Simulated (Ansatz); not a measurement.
# CsH (Fm-3m): Grüneisen parameters, part 2 of 2

Aim: how the phonons of CsH (Fm-3m) shift with volume, and the thermal expansion that follows.

Ansatz 0.2.0; DFT PBEsol, scalar-relativistic, plane waves, PAW; PAW set soft_1.

So far, highest frequency on the path or at a solved wavevector (cm⁻¹): step 2 (response at finite wavevector) 698.

The database entry behind the starting cell differs from later determinations by our own check (0.1 to 0.3 % short, probably kX units), so it need not match the best structure at ambient conditions.

## Step 4: Phonons at the other volume, volume ratio 0.97

The phonons are repeated at this volume on the same k and q meshes.

input.yaml reads:

```yaml
crystal:
  lattice:
    - [0.0, 3.0953650636, 3.0953650636]
    - [3.0953650636, 0.0, 3.0953650636]
    - [3.0953650636, 3.0953650636, 0.0]
  atoms:
    - { symbol: Cs, position: [0.0, 0.0, 0.0] }
    - { symbol: H, position: [0.5, 0.5, 0.5] }
kpoints:
  mp_grid: { grid: [8, 8, 8] }
hamiltonian:
  xc: pbesol
  pseudopotentials: { kind: paw, azcp: { folder: soft_1 }, xc_functional: pbe }
scf:
  occupations: { method: fixed }
output:
  eigenvalues: true
phonons:
  method: dfpt
  dielectric: true
  rigid_motions: translations
  qmesh: [4, 4, 4]
  temperatures: { t_max: 1000, t_step: 50 }
  qpath:
    path:
      - [[0.0, 0.0, 0.0], [0.5, 0.0, 0.5], [0.625, 0.25, 0.625]]
      - [[0.375, 0.375, 0.75], [0.0, 0.0, 0.0], [0.5, 0.5, 0.5], [0.5, 0.25, 0.75], [0.5, 0.0, 0.5]]
    npoints: 10
```

Started as:

```bash
$ ansatz run input.yaml --threads 4 --pin off --max-ram 10240MiB --backend cpu --events-out ev --progress --plain --runs-dir out
```

Numbers of over 12 decimals in the logs are rounded to 6 here.

Log:

```text
[...]
Crystal: 2 atoms, lattice volume = 59.315 Å³
Basis set: ecut = 420 eV, 1211 PW (Γ), exchange–correlation on 60×60×60 points (8 copies of the dense FFT grid, shifted against one another)
Bands: 9, of which v1, the nominal top of the filled ones, is band 5 counted from 1 (4 counted from 0)
Symmetry: 48 space group operations
k-points: 59 of 512 (irreducible under 8 space group operations, time reversal used)
[...]
SCF iter   1: F=—  HF=-5602.459726 eV  |F-HF|=—  |Δ(HF+E_count)|=         —  Δρ=3.82e-2  dr2=1.47e0  ethr=3.10e-3  ⟨swp⟩=4.2  Hψ=3320  notcnv=0  defer=109
[...]
SCF iter   8: F=-5601.929362 eV  HF=-5601.929362 eV  |F-HF|=5.46e-12  |Δ(HF+E_count)|=   1.37e-9  Δρ=2.16e-7  dr2=1.51e-11  ethr=1.00e-12  ⟨swp⟩=7.8  Hψ=4377  notcnv=0
SCF 1 converged in 8 iterations: F = -5601.929362 eV  dr2 = 1.51e-11
[...]
DFPT response loops at Γ: preconditioner auto → none (the input reference at scf.mixing.eps_inf says where Resta's filter doesn't serve); β = 0.50; Broyden in place of MSR1
── the response to a field inside a basis, on 8×8×8 k-points: an SCF that follows is theirs, and a resumed run solves both again ──
Bands: 6, of which v1, the nominal top of the filled ones, is band 5 counted from 1 (4 counted from 0)
k-points: 60 of 512 (irreducible under 12 space group operations)
[...]
Eigensolver: Dense (60 Hₖ)
SCF iter   1: F=—  HF=-5601.929172 eV  |F-HF|=—  |Δ(HF+E_count)|=         —  Δρ=1.18e-4  dr2=1.29e-6  ethr=1.00e-1
[...]
SCF iter   3: F=-5601.929175 eV  HF=-5601.929175 eV  |F-HF|=1.99e-9  |Δ(HF+E_count)|=   6.80e-7  Δρ=4.28e-6  dr2=5.69e-9  ethr=3.16e-9
SCF 1 converged in 3 iterations: F = -5601.929175 eV  dr2 = 5.69e-9
[...]
NSCF: frozen V_eff on 29 k-points
[...]
SCF converged after 8 iterations
Free energy (F): -5601.929362 eV
[...]
Internal energy: -5601.929362 eV  (E = F + TS)
E sigma→0 (E₀):  -5601.929362 eV
Fermi energy:    3.994450 eV
[...]
--- Band table (eV; the first three rows and the last of 59) ---
[...]
--- Phonons (Γ-DFPT): 2 representative perturbations + reference, on 59 of 512 k-points (Σ response iterations 7) ---
  k mesh reduced under 8 symmetry operations, with k and −k counted as one. Each operation leaves every solved perturbation unchanged. A smaller set is not considered because the run solves the response to a homogeneous field
  ASR residual: 1.251e-4 → 0.000e0 eV/Å²; symmetrization residual: 2.498e-7 eV/Å²
  ASR residual per site (eV/Å²): 1.25e-4 2.53e-8
  Γ frequencies (cm⁻¹): 0.00 0.00 0.00 424.28 424.28 424.28
  ε∞ (high-frequency dielectric tensor):
        3.361895    -0.000000    -0.000000
       -0.000000     3.361895     0.000000
       -0.000000     0.000000     3.361895
  ε⁰ (static dielectric tensor: ions relaxed, cell fixed):
        9.319639     0.000000    -0.000000
        0.000000     9.319639     0.000000
       -0.000000     0.000000     9.319639
  ε⁰ − ε∞ (ionic part):
        5.957743     0.000000    -0.000000
        0.000000     5.957743     0.000000
       -0.000000     0.000000     5.957743
  softest optical mode at Γ: 424.28 cm⁻¹; the repairs (sum rule, projections) moved no ω² at Γ by more than (0.81 cm⁻¹)²
  Born effective charges Z* (e; rows j = field, columns β = displacement):
    site 0:
         1.13726    0.00000   -0.00000
         0.00000    1.13726   -0.00000
         0.00000    0.00000    1.13726
    site 1:
        -1.13726   -0.00000    0.00000
        -0.00000   -1.13726    0.00000
        -0.00000   -0.00000   -1.13726
  Z* charge neutrality: 2.889e-4 e pre-enforcement
  solved inside a basis spanned on kpoints, on 8×8×8 k-points, its susceptibility summed on 12×12×12: ε∞ is read to err by 7.4e-3, Z* by 9.6e-3 e (field_mesh: kpoints solves on kpoints); Z* is corrected for what the basis lacks
  optical modes at Γ without the LO–TO term, one row a degenerate level:
      ω (cm⁻¹)  modes    IR ((D/Å)²/amu)
        424.28      3            89.4795
  optical modes at Γ + LO–TO along q̂ = [1.0000, 0.0000, 0.0000]:
      ω (cm⁻¹)  modes    IR ((D/Å)²/amu)
        424.28      2            59.6530
        706.42      1            29.8265
  optical modes at Γ + LO–TO along q̂ = [0.0000, 1.0000, 0.0000]:
      ω (cm⁻¹)  modes    IR ((D/Å)²/amu)
        424.28      2            59.6530
        706.42      1            29.8265
  optical modes at Γ + LO–TO along q̂ = [0.0000, 0.0000, 1.0000]:
      ω (cm⁻¹)  modes    IR ((D/Å)²/amu)
        424.28      2            59.6530
        706.42      1            29.8265
--- Phonons (arbitrary-q DFPT): 8 irreducible q on the 4×4×4 mesh ---
[...]
interpolated dispersion: 63 rows × 6 modes
[...]
```

Run time: 58 s. Hardware: 4 threads of Arm Neoverse V1, shared host; peak memory 0.94 GiB; 3.7 min of CPU time.

Numbers from this step:

- sum-rule residual before enforcement: 1.25e-4 eV/Å²
- miss of the charge sum rule: 2.89e-4 e
- estimated error of the dielectric tensor: 0.007372
- estimated error of the Born charges: 0.009609 e
- highest frequency on the path or at a solved wavevector: 717.4 cm⁻¹
- mean frequency: 292.7 cm⁻¹
- Debye temperature (second moment): 720 K
- logarithmic mean frequency: 152.4 cm⁻¹
- highest optical mode at the zone centre (no LO-TO term): 424.3 cm⁻¹
- lowest optical zone-centre mode: 424.3 cm⁻¹
- mean high-frequency dielectric constant: 3.362
- largest Born charge (third of the trace): 1.137 e
- mean static dielectric constant: 9.320
- top of the zone-centre spectrum with the field: 706.4 cm⁻¹
- lowest mode on the q mesh (acoustic modes at Γ apart): 25.6 cm⁻¹
- zero-point energy per atom: 54.44 meV

Frequencies (cm⁻¹) solved at each irreducible wavevector; negative means imaginary. Frequencies by wavevector, by row:

```csv
q in reciprocal lattice units,star,mode 1,mode 2,mode 3,mode 4,mode 5,mode 6
0 0 0,1,0,0,0,424.3,424.3,424.3
0 0 0.25,8,31.4,31.4,46.4,482.6,482.6,712.3
0 0 -0.5,4,40.2,40.2,65.7,530.4,530.4,717.4
0 0.25 0.25,6,25.6,25.6,57.5,445.9,445.9,655
0 0.25 -0.5,24,38.6,47.6,59.4,492.3,509.2,617
0 0.25 -0.25,12,40.2,42.4,59.2,475.3,524.3,672.2
0 -0.5 -0.5,3,32.6,32.6,61.3,447.5,447.5,503.3
0.25 -0.5 -0.25,6,47.6,51.3,51.3,485.8,485.8,577.9
```

The highest optical mode at the zone centre (no LO-TO term) is 424.3 cm⁻¹, +22.9 cm⁻¹ against the base run.

## Step 5: Relaxing at another volume, volume ratio 1.03

The volume is scaled by 1.03 and held; symmetry leaves nothing to relax, so this is a single point. The modes can then be followed against volume.

input.yaml, the sections that differ from step 4:

```yaml
crystal:
  lattice:
    - [0.0, 3.1579145434, 3.1579145434]
    - [3.1579145434, 0.0, 3.1579145434]
    - [3.1579145434, 3.1579145434, 0.0]
  atoms:
    - { symbol: Cs, position: [0.0, 0.0, 0.0] }
    - { symbol: H, position: [0.5, 0.5, 0.5] }
output:
  forces: true
  stress: true
  eigenvalues: true
# kpoints, hamiltonian, scf: as in step 4
# phonons: removed
```

Log:

```text
[...]
Crystal: 2 atoms, lattice volume = 62.984 Å³
Basis set: ecut = 420 eV, 1243 PW (Γ), exchange–correlation on 60×60×60 points (8 copies of the dense FFT grid, shifted against one another)
Bands: 9, of which v1, the nominal top of the filled ones, is band 5 counted from 1 (4 counted from 0)
Symmetry: 48 space group operations
[...]
k-points: 29 of 512
[...]
Free energy (F): -5601.929544 eV
[...]
Internal energy: -5601.929544 eV  (E = F + TS)
E sigma→0 (E₀):  -5601.929544 eV
Fermi energy:    3.485125 eV
[...]
--- Stress (GPa, compression-positive) ---
       -0.281455      -0.000000      -0.000000
        0.000000      -0.281455      -0.000000
       -0.000000       0.000000      -0.281455
  P = ⅓ Tr σ = -0.2815 GPa (-2.815 kbar)
--- Band table (eV; the first three rows and the last of 29) ---
[...]
[key lines of the parts left out:]
SCF converged after 6 iterations
```

Wall time 0.6 s (4 threads); peak memory 0.31 GiB.

This step gave:

| Item | Value |
| --- | --- |
| pressure | -0.2815 GPa |
| gap on the k-mesh | 2.108 eV |
| volume per atom | 31.49 Å³ |
| direct gap on mesh | 2.108 eV |

The run ends at a pressure of -0.28 GPa.

## Step 6: Phonons at the other volume, volume ratio 1.03

The phonons are repeated at this volume on the same k and q meshes.

input.yaml, the sections that differ from step 5:

```yaml
output:
  eigenvalues: true
phonons:
  method: dfpt
  dielectric: true
  rigid_motions: translations
  qmesh: [4, 4, 4]
  temperatures: { t_max: 1000, t_step: 50 }
  qpath:
    path:
      - [[0.0, 0.0, 0.0], [0.5, 0.0, 0.5], [0.625, 0.25, 0.625]]
      - [[0.375, 0.375, 0.75], [0.0, 0.0, 0.0], [0.5, 0.5, 0.5], [0.5, 0.25, 0.75], [0.5, 0.0, 0.5]]
    npoints: 10
# crystal, kpoints, hamiltonian, scf: as in step 5
```

Log:

```text
[...]
Crystal: 2 atoms, lattice volume = 62.984 Å³
Basis set: ecut = 420 eV, 1243 PW (Γ), exchange–correlation on 60×60×60 points (8 copies of the dense FFT grid, shifted against one another)
Bands: 9, of which v1, the nominal top of the filled ones, is band 5 counted from 1 (4 counted from 0)
Symmetry: 48 space group operations
k-points: 59 of 512 (irreducible under 8 space group operations, time reversal used)
[...]
optical modes at Γ + LO–TO along q̂ = [0.0000, 1.0000, 0.0000]:
      ω (cm⁻¹)  modes    IR ((D/Å)²/amu)
        379.12      2            58.8382
        672.25      1            29.4191
  optical modes at Γ + LO–TO along q̂ = [0.0000, 0.0000, 1.0000]:
      ω (cm⁻¹)  modes    IR ((D/Å)²/amu)
        379.12      2            58.8382
        672.25      1            29.4191
--- Phonons (arbitrary-q DFPT): 8 irreducible q on the 4×4×4 mesh ---
[...]
interpolated dispersion: 63 rows × 6 modes
[...]
[key lines of the parts left out:]
SCF converged after 8 iterations
Free energy (F): -5601.929544 eV
Fermi energy:    3.485170 eV
```

It took 64 s on 4 threads; peak memory 0.97 GiB.

This step gave:

| Property | Result |
| --- | --- |
| sum-rule residual before enforcement | 3.38e-5 eV/Å² |
| miss of the charge sum rule | 3.22e-4 e |
| estimated error of the dielectric tensor | 0.006963 |
| estimated error of the Born charges | 0.009655 e |
| highest frequency on the path or at a solved wavevector | 680.2 cm⁻¹ |
| mean frequency | 271 cm⁻¹ |
| Debye temperature (second moment) | 667 K |
| logarithmic mean frequency | 143.2 cm⁻¹ |
| highest optical mode at the zone centre (no LO-TO term) | 379.1 cm⁻¹ |
| lowest optical zone-centre mode | 379.1 cm⁻¹ |
| mean high-frequency dielectric constant | 3.233 |
| largest Born charge (third of the trace) | 1.129 e |
| mean static dielectric constant | 10.16 |
| top of the zone-centre spectrum with the field | 672.2 cm⁻¹ |
| lowest mode on the q mesh (acoustic modes at Γ apart) | 26.71 cm⁻¹ |
| zero-point energy per atom | 50.4 meV |

Frequencies (cm⁻¹) solved at each irreducible wavevector; negative means imaginary. Frequencies by wavevector, by row:

| q in reciprocal lattice units | star | mode 1 | mode 2 | mode 3 | mode 4 | mode 5 | mode 6 |
| --- | --- | --- | --- | --- | --- | --- | --- |
| 0 0 0 | 1 | 0 | 0 | 0 | 379.1 | 379.1 | 379.1 |
| 0 0 0.25 | 8 | 28.6 | 28.6 | 44.6 | 434.6 | 434.6 | 676.5 |
| 0 0 -0.5 | 4 | 36.5 | 36.5 | 63.4 | 480.5 | 480.5 | 680.2 |
| 0 0.25 0.25 | 6 | 26.7 | 26.7 | 52.4 | 402.8 | 402.8 | 619 |
| 0 0.25 -0.5 | 24 | 36.9 | 45 | 57.7 | 446.7 | 466.4 | 581.3 |
| 0 0.25 -0.25 | 12 | 36.4 | 42.5 | 55.8 | 435.6 | 474.7 | 634.4 |
| 0 -0.5 -0.5 | 3 | 34.8 | 34.8 | 60.4 | 407.8 | 407.8 | 474 |
| 0.25 -0.5 -0.25 | 6 | 44.3 | 51.2 | 51.2 | 450.7 | 450.7 | 533.5 |

The highest optical mode at the zone centre (no LO-TO term) is 379.1 cm⁻¹, -22.3 cm⁻¹ against the base run.

## Step 7: Grüneisen parameters

The Grüneisen parameter of a mode is minus the logarithmic change of its frequency with volume, −d ln ω / d ln V; weighted by heat capacity it gives the expansion.

This step gave:

* bulk modulus: 10.1 GPa
* gap deformation potential: 1.512 eV

The phonon branches at the labelled points (cm⁻¹):

| point | branch 1 | branch 2 | branch 3 | branch 4 | branch 5 | branch 6 |
| --- | --- | --- | --- | --- | --- | --- |
| Γ | 0 | 0 | 0 | 401 | 401 | 689 |
| halfway | 26 | 26 | 55 | 424 | 424 | 636 |
| X | 34 | 34 | 61 | 427 | 427 | 488 |
| halfway | 36 | 41 | 60 | 439 | 469 | 488 |
| U | 39 | 51 | 56 | 467 | 482 | 549 |
| jump to K | 39 | 51 | 56 | 467 | 482 | 549 |
| halfway | 33 | 35 | 51 | 444 | 480 | 675 |
| Γ | 0 | 0 | 0 | 401 | 401 | 689 |
| halfway | 30 | 30 | 46 | 458 | 458 | 694 |
| L | 38 | 38 | 64 | 505 | 505 | 698 |
| halfway | 40 | 47 | 60 | 486 | 492 | 633 |
| W | 46 | 52 | 52 | 468 | 468 | 555 |
| halfway | 41 | 41 | 58 | 444 | 485 | 497 |
| X | 34 | 34 | 61 | 427 | 427 | 488 |

The same for volume x 0.97:

```csv
point,branch 1,branch 2,branch 3,branch 4,branch 5,branch 6
Γ,0,0,0,424,424,706
X,33,33,61,448,448,503
U,40,52,56,490,500,570
K,40,52,56,490,500,570
Γ,0,0,0,424,424,706
L,40,40,66,530,530,717
W,48,51,51,486,486,578
X,33,33,61,448,448,503
```

The same for volume x 1.03:

| point | branch 1 | branch 2 | branch 3 | branch 4 | branch 5 | branch 6 |
| --- | --- | --- | --- | --- | --- | --- |
| Γ | 0 | 0 | 0 | 379 | 379 | 672 |
| X | 35 | 35 | 60 | 408 | 408 | 474 |
| U | 38 | 50 | 56 | 445 | 466 | 530 |
| K | 38 | 50 | 56 | 445 | 466 | 530 |
| Γ | 0 | 0 | 0 | 379 | 379 | 672 |
| L | 36 | 36 | 63 | 480 | 480 | 680 |
| W | 44 | 51 | 51 | 451 | 451 | 534 |
| X | 35 | 35 | 60 | 408 | 408 | 474 |

The first set of phonon branches as a text plot (rows in cm⁻¹):

```
    702 |***                        ***************
    673 |   ***                *****               **
    643 |      *             **                      **
    613 |       *           *                          *
    583 |                  *                            *
    553 |        *        *                              ***
    523 |         **     *                                  **
    493 |           *************             ***********   *****
    463 |              ********* *          **          *******
    433 |   ************        *****     **                  ***
    404 |***                        ******
    374 |
    344 |
    314 |
    284 |
    254 |
    224 |
    194 |
    164 |
    135 |
    105 |
     75 |        *******                       ********        **
     45 |   ************************       **********************
     15 |********                ***********
         Γ           X  U|K            Γ         L        W     X
```

Mode Grueneisen parameter -dln(w)/dln(V), modes matched by rank; at Γ the acoustic branches take the value of a neighbouring point of the path. The mode Grüneisen parameters at the labelled points ():

| point | branch 1 | branch 2 | branch 3 | branch 4 | branch 5 | branch 6 |
| --- | --- | --- | --- | --- | --- | --- |
| Γ | -0.50 | -0.50 | 2.00 | 1.88 | 1.88 | 0.83 |
| halfway | -0.70 | -0.70 | 1.55 | 1.69 | 1.69 | 0.94 |
| X | -1.09 | -1.09 | 0.25 | 1.55 | 1.55 | 1.00 |
| halfway | -0.42 | -0.12 | 0.25 | 1.56 | 1.40 | 1.04 |
| U | 0.60 | 0.62 | 0.18 | 1.59 | 1.16 | 1.19 |
| jump to K | 0.60 | 0.62 | 0.18 | 1.59 | 1.16 | 1.19 |
| halfway | -0.15 | 1.76 | 1.04 | 1.60 | 1.72 | 0.91 |
| Γ | -0.70 | 2.16 | 1.13 | 1.88 | 1.88 | 0.83 |
| halfway | 1.56 | 1.56 | 0.66 | 1.75 | 1.75 | 0.86 |
| L | 1.61 | 1.61 | 0.59 | 1.65 | 1.65 | 0.89 |
| halfway | 1.25 | 0.93 | 0.47 | 1.48 | 1.58 | 0.99 |
| W | 1.20 | 0.03 | 0.03 | 1.25 | 1.25 | 1.33 |
| halfway | -0.21 | 0.40 | 0.23 | 1.45 | 1.08 | 1.41 |
| X | -1.09 | -1.09 | 0.25 | 1.55 | 1.55 | 1.00 |

The mode Grüneisen parameters as a text plot (rows in , shown from -1.1 to 2.0 only):

```
   1.94 |***                     ***  **
   1.81 | ***                   ******  *****
   1.68 |    *****          ******           *********
   1.55 |      *  ********** ****       ****************       **
   1.42 |              *     **                    ** ***   ***
   1.29 |       *       ** **                       ***  ***
   1.16 |                ***      ******             * *******
   1.03 |        ********  *******                    ***     ***
   0.91 |  ******           ********       ************
   0.78 |**       **       *        *******            *    *
   0.65 |                 *                *******
   0.52 |                *                        ***** *
   0.39 |           *                                  **
   0.26 |            ****                                    ****
   0.13 |                ****  *                         *  **
   0.00 |               *    **                           **
  -0.12 |              *        *
  -0.25 |                        *
  -0.38 |              *          **
  -0.51 |***                        *                          *
  -0.64 |   ****                     ***                      *
  -0.77 |       *
  -0.90 |        *    *                                        **
  -1.03 |         *****                                         *
         Γ           X  U|K            Γ         L        W     X
```

(dS/dlnV)/C_V. The thermodynamic Grueneisen parameter by temperature:

```csv
temperature (K),thermodynamic Grueneisen parameter
50,0.707
100,0.739
150,0.829
200,0.902
250,0.947
300,0.974
350,0.991
400,1.00
450,1.01
500,1.02
550,1.02
600,1.02
650,1.02
700,1.03
750,1.03
800,1.03
850,1.03
900,1.03
950,1.03
1000,1.03
```

Gamma C_V/(B V) at the static volume. Table of volume expansion by temperature:

```csv
temperature (K),volume expansion (1e-6/K)
50,41.3
100,49.9
150,65.1
200,81.7
250,95.2
300,105
350,112
400,118
450,122
500,125
550,127
600,129
650,130
700,131
750,132
800,133
850,134
900,134
950,135
1000,135
```

## Step 8: Results

| Property | Result |
| --- | --- |
| bulk modulus | 10.1 GPa |
| gap deformation potential | 1.51 eV |
| thermodynamic Grüneisen parameter at 300 K | 0.974 |
| volume expansion at 300 K, estimated | 105.1 × 10⁻⁶ K⁻¹ |

**Reading.** By this estimate the volume grows by 105 × 10⁻⁶ per kelvin at 300 K. Without the field, the highest optical mode at Γ goes from 424 to 379 cm⁻¹ as the cell grows, a Grüneisen parameter of 1.88. Mode parameters on the path run from -1.1 to 2.2, with a median of 1.1. Modes with negative values stiffen as the cell grows and pull against the expansion. Branches are matched by rank, so values near crossings are rough. The expansion is the Grüneisen estimate at the static volume, with the static bulk modulus. Spin-orbit coupling is left out, which can matter for the heavy elements here. The PAW files were made for PBE and serve the other functionals too.

[Logs are printed without paths, hosts, clocks, repeated set-up lines and the standing remarks that a program may print on its own settings, such as how far it seeks lower states.]

[Hosts, paths, dates, database ids (printed as entryN), source tags and the programs' standing remarks are cut or masked in the printed files.]
